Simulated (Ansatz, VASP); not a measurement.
**Two plane-wave programs on MgO2**

File INCAR:

```
PREC = Accurate
ENCUT = 520
EDIFF = 1E-6
ISMEAR = 0
SIGMA = 0.02
LREAL = F
LASPH = T
NELM = 100
ALGO = Fast
ISIF = 2
LWAVE = F
LCHARG = F
GGA = PS
NBANDS = 14
```

KPOINTS

```
Automatic mesh
0
Gamma
  12 12 12
```

Contents of POSCAR:

```
MgO2
1.0
    1.5956620210      0.9212558974      3.7886261134
   -1.5956620210      0.9212558974      3.7886261134
    0.0000000000     -1.8425117948      3.7886261134
Mg O
1 2
Direct
    0.0000000000      0.0000000000      0.0000000000
    0.4322913013      0.4322913013      0.4322913013
    0.5677086987      0.5677086987      0.5677086987
```

Input for Ansatz:

```yaml
crystal:
  lattice:
    - [1.595662021, 0.9212558974, 3.7886261134]
    - [-1.595662021, 0.9212558974, 3.7886261134]
    - [0.0, -1.8425117948, 3.7886261134]
  atoms:
    - { symbol: Mg, position: [0.0, 0.0, 0.0] }
    - { symbol: O, position: [0.4322913013, 0.4322913013, 0.4322913013] }
    - { symbol: O, position: [0.5677086987, 0.5677086987, 0.5677086987] }
basis:
  ecutwfc: 420
kpoints:
  mp_grid: { grid: [12, 12, 12] }
hamiltonian:
  xc: pbesol
scf:
  occupations: { method: gaussian, width: 0.02 }
output:
  forces: true
  stress: true
  eigenvalues: true
```

Alike in both runs: task single point; functional PBEsol; k mesh 12 × 12 × 12; occupations gaussian, width 0.02 eV; no spin polarisation.

```csv
,VASP,Ansatz
version,VASP 6.6.1,Ansatz 0.2.0
potentials or method,"VASP PAW PBE potentials, release 64 (Mg, O)","scalar-relativistic, plane waves, PAW"
plane-wave cutoff (eV),520,420
valence electrons in the cell,14,22
```

```tsv
	VASP	Ansatz	Ansatz less VASP
gap on the k mesh at the Fermi level (eV)	1.09	1.11	+0.021
least direct gap on the mesh (eV)	1.09	1.11	+0.021
pressure (GPa)	-14.3	-14.0	+0.31
largest component of the traceless stress (GPa)	18.25	18.92	+0.670
rms of the force components (eV/Å)	0.188	0.251	+0.0629
```

Atom by atom the forces differ by 0.063 eV/Å (rms over components). The functional is the same, so the differences come from potentials, cutoffs and numerics. The two sets of potentials don't hold the same shells in valence.

Caveats: the PAW data sets were made with another functional, which shifts forces and pressure a little (VASP). A k mesh can miss the band edges.
